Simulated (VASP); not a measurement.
Wanted: the native input for a VASP 6.6.1 run.

```
Task                   : relaxation of cell and atoms
Functional             : RPBE
Potentials or basis    : VASP PAW PBE potentials, release 64 (Ti_sv, O)
Cutoff                 : 600 eV
k mesh                 : 7 × 5 × 3
Occupations            : fermi-dirac, width 0.05 eV
Spin                   : no spin polarisation
Further INCAR settings : ALGO = Fast; EDIFF = 1e-06; IBRION = 2; EDIFFG = -0.02; NSW = 40; ISIF = 3
```

The structure of TiO2 lies in POSCAR:

```
TiO2
1.0
    2.9682645463      0.0000000000      0.0000000000
    0.0002080834      4.7076067549      0.0000000000
    1.4835696211      0.2423534620      7.0834647979
Ti O
3 6
Direct
    0.0033718700      0.0003888100      0.0007031900
    0.3446402100      0.4802596500      0.3169598700
    0.6617081400      0.5204743600      0.6844963600
    0.4400381600      0.1854376900      0.1285388000
    0.7779263400      0.2977287500      0.4518780700
    0.1012362400      0.3089534200      0.8062432200
    0.9064972100      0.6918369900      0.1951715700
    0.2294071500      0.7030072800      0.5495147300
    0.5680256700      0.8153000600      0.8728271800
```

The cell comes from a database or a generator and needn't be the stable form of this composition.

These files were run (other wordings do the same):

INCAR

```
SYSTEM = TiO2
  ALGO = Fast
  EDIFF = 1E-6
  EDIFFG = -0.02
  ENCUT = 600
  GGA = RP
  IBRION = 2
  ISIF = 3
  ISMEAR = -1
  LASPH = .True.
  LCHARG = .False.
  LREAL = .False.
  LWAVE = .False.
  NELM = 100
  NSW = 40
  PREC = Accurate
  SIGMA = 0.05
```

KPOINTS

```
k-points
0
Gamma
  7 5 3
  0 0 0
```

Potentials or basis: VASP PAW PBE potentials, release 64 (Ti_sv, O).

Command:

```console
$ cat potpaw_PBE.64/Ti_sv/POTCAR potpaw_PBE.64/O/POTCAR > POTCAR
$ mpirun -np 1 vasp_std > vasp.out
```

Results of the run:

```
Relaxed volume                         : 11.56 Å³/atom
Relaxed cell                           : a = 2.997 Å, b = 4.844 Å, c = 7.322 Å, α = 88.49°, β = 78.19°, γ = 89.99°
Space group after relaxing (to 0.05 Å) : C2/m (No. 12)
Energy gained by relaxing              : 13.6 meV/atom
Ionic steps                            : 17
Pressure after relaxing                : 0.1 GPa
Largest force after relaxing           : 0.013 eV/Å
Band gap on the k mesh                 : 2.23 eV, indirect (least direct gap 2.26 eV)
```

Caveat: the PAW data sets were made with another functional, which shifts forces and pressure a little; an odd mesh through Γ misses points on the zone boundary, where band edges often lie.

Wall time 69 min on 1 thread of Intel(R) Xeon(R) Platinum 8259CL CPU @ 2.50GHz (Skylake/Cascade Lake) (shared host), peak memory 0.38 GiB.
